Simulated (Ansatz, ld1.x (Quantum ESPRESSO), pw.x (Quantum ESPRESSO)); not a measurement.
**Al (Z = 13): one change to the PAW potential, in the atom and in the bcc crystal**

Al (Z = 13), PAW, made with ld1.x (Quantum ESPRESSO) 7.5 (PBE, scalar-relativistic). Core [Ne], reference 3s2 3p1. Waves: 3s (bound): rcut 2.00, rcutus 2.15 bohr; 3s channel at 0.15 Ry: rcut 2.00, rcutus 2.15 bohr; 3p (bound): rcut 1.65, rcutus 2.05 bohr; 3p channel at 2.6 Ry: rcut 1.65, rcutus 2.05 bohr; 3d channel at 0.5 Ry: rcut 1.70, rcutus 1.85 bohr. Local part: all-electron potential smoothed inside 1.95 bohr (lloc = -1). Core correction: Bessel-smoothed model core, default radius (core density twice the valence density). Augmentation charge: PSQ, inside the norm-conserving radii.

Change: wave 3p channel at 2.6 Ry: rcut 1.65, rcutus 2.05 bohr becomes 3p channel at -0.11 Ry: rcut 1.65, rcutus 2.05 bohr.

Cutoffs, loose and tight: the cutoffs (Ry, on a coarse ladder) from which the occupation-weighted sum of valence levels, in a spherical-Bessel basis at the reference potential, stays within 10 and 1 mRy of its value at 400 Ry. They do not see the model core or the augmentation charge, which bear on the density cutoff. Test errors are all-electron minus pseudo excitation energies from the reference, over the configurations 3s2 3p0; 3s1 3p0; 3s2 3p0.5; 3s0 3p3; 3s1 3p1; 3s1 3p2; 3s2 3p1.3; variants that change the core or the reference have their own tests.

Crystal test: bcc Al in pw.x 7.5, no spin, 14³ k-points, Fermi–Dirac smearing 0.01 Ry, cutoffs set for each file from its atomic test. The reference is all-electron LAPW (Ansatz 0.2.0) with the same functional, mesh and smearing; V0 and B0 come from Birch–Murnaghan fits to the pressures at five volumes. Errors are pseudo minus all-electron; Δ is the rms difference of the E(V) curves that follow from these fits, minima aligned, over ±6 % about the mean V0. Mesh and smearing are coarse, so the numbers serve the comparison and aren't converged zero-temperature values; the lattice is a test structure that the element need not adopt.

All-electron: a0 = 3.237 Å (V0 = 16.96 Å³/atom), B0 = 68.4 GPa.

Does the change bring the crystal closer to the all-electron result?

The mean pressure error goes from +0.04 to +0.10 GPa, so the change moves the solid further from the all-electron pressures.

```csv
quantity,base,changed
outcome (atom),generated,generated
"cutoff, loose (atom)",6 Ry,6 Ry
"cutoff, tight (atom)",8 Ry,8 Ry
bound ghosts (atom),none,none
largest test error (meV) (atom),-19,-19
cutoffs in pw.x (Ry),40/320,40/320
a0 (Å),3.238,3.239
a0 error (%),+0.02,+0.05
B0 error (%),+0.5,+0.5
Δ (meV/atom),0.1,0.4
mean pressure error (GPa),+0.04,+0.10
```

 The atomic cutoffs weigh occupied waves only.
